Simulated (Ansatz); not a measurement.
# Mo: energy along a strain

Mo, Im-3m, a = 3.142 Å (as given, not relaxed at this level: 4.8 GPa). Ansatz: PBE, PAW, 420 eV, Γ-centred 22×22×22 mesh on 1 atom, Gaussian smearing 0.15 eV; no spin polarisation. Cell vectors (Å): -1.571 1.571 1.571; 1.571 -1.571 1.571; 1.571 1.571 -1.571. The cell is strained by x per cent times the pattern (1 0 0 0 0 0) in the order xx yy zz yz xz xy (engineering shears), with fractional coordinates held. y is the free energy over the start, V0 = 15.509 Å³/atom.

```
x (%) y (meV/atom)
-6.00        123.91
-4.50         73.30
-3.00         36.49
-1.50         12.43
 0.00          0.00
 1.50         -1.88
 3.00          5.83
 4.50         22.21
 5.25         33.36
 6.00             ?
```

Task: Fit y = c1 x + c2 x² + c3 x³ to the other rows, get the stiffness along the pattern, and predict the missing energy.

Result: Least squares on the rows shown. y = −4.6460 x + 2.3605 x² − 0.050973 x³. The clamped-ion stiffness p·C·p = 2 × 23.61 eV × 160.2 / 15.509 Å³ = 488 GPa, which is C11 in these axes (second derivative at the start, which stands under stress). At x = 6.00 the fit asked for gives 46.09 meV/atom. The run gave 46.35 meV/atom, so the fit is 0.26 meV/atom too low, 0.21 % of the span of the series, against an rms of 0.06 meV/atom on the fitted rows. The row lies outside the fitted range. With a term in x⁴ added, a fit to the same known rows predicts 46.35 meV/atom, so most of the miss is curvature that the known rows already hold.

The energy falls at first on stretching and is lowest, among the rows shown, at 1.50 %. This is because the starting cell is slightly compressed for this functional, not because the cubic lattice has an instability. The same residual stress supplies most of the asymmetry between compression and extension. The rest is ordinary anharmonicity, expressed in the negative cubic coefficient: short-range repulsion steepens as atoms are pushed together, while bonding weakens as they move apart.

The large stiffness, 488 GPa, fits a group 6 metal, whose roughly half-filled d band occupies mainly bonding states and leaves the antibonding ones largely empty. With one atom per primitive cell there is no internal displacement to relax, so the clamped-ion value is also the relaxed-ion one for this strain. At the larger equilibrium volume the constant would probably be somewhat lower. Because this strain mixes a volume change with a tetragonal distortion, the curve alone can't separate the bulk modulus from the tetragonal shear stiffness.
